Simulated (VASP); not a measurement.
Here is a VASP 6.6.1 calculation.

INCAR

```
SYSTEM = Ge
PREC     = Accurate       ! precision mode
ENCUT    = 520            ! plane-wave cutoff, eV
EDIFF    = 1E-6           ! SCF threshold, eV
ISMEAR   = 0              ! smearing method
SIGMA    = 0.02           ! smearing width, eV
LREAL    = .False.        ! projectors in reciprocal space
LASPH    = .True.         ! aspherical terms in the spheres
NELM     = 80             ! most SCF steps
ALGO     = Normal         ! electronic algorithm
ISIF     = 2              ! what is computed and relaxed
LWAVE    = .False.        ! write WAVECAR
LCHARG   = .False.        ! write CHGCAR
GGA      = PE             ! functional
NBANDS   = 21             ! bands
```

The input KPOINTS:

```
Automatic mesh
0
Gamma
  8 8 8
  0 0 0
```

File POSCAR:

```
Ge
1.0
    0.0000000000      2.8289100000      2.8289100000
    2.8289100000      0.0000000000      2.8289100000
    2.8289100000      2.8289100000      0.0000000000
Ge
2
Cartesian
    4.2433650000      4.2433650000      4.2433650000
    2.8289100000      2.8289100000      2.8289100000
```

Potentials or basis: VASP PAW PBE potentials, release 64 (Ge_d).

Command:

```sh
$ cat potpaw_PBE.64/Ge_d/POTCAR > POTCAR
$ mpirun -np 1 vasp_std > vasp.out
```

Task: What does it give for the pressure?

Result: 3.5 GPa.

Task: Estimate the band gap on the k mesh.

Result: 0.03 eV, direct.

**Experimental background.**

From “Temperature-dependent photoluminescence in Ge: experiment and theory”, 2020, arxiv:2003.00143, for a bulk crystal of Ge at 0 K: band gap 0.744 eV (indirect).

A measured gap of Ge is 0.744 eV (indirect; 0 K; “Temperature-dependent photoluminescence in Ge: experiment and theory”, 2020, arxiv:2003.00143); the calculated 0.03 eV misses it by -0.71 eV. 3 values of this kind are on record (0.666 to 0.807 eV); this one was drawn at random among those near their median. Spin-orbit coupling on Ge is left out. The value is that of PBE on a finite k mesh, which can miss the band edges, without temperature or zero-point motion. Semilocal functionals fall short of measured gaps as a rule.
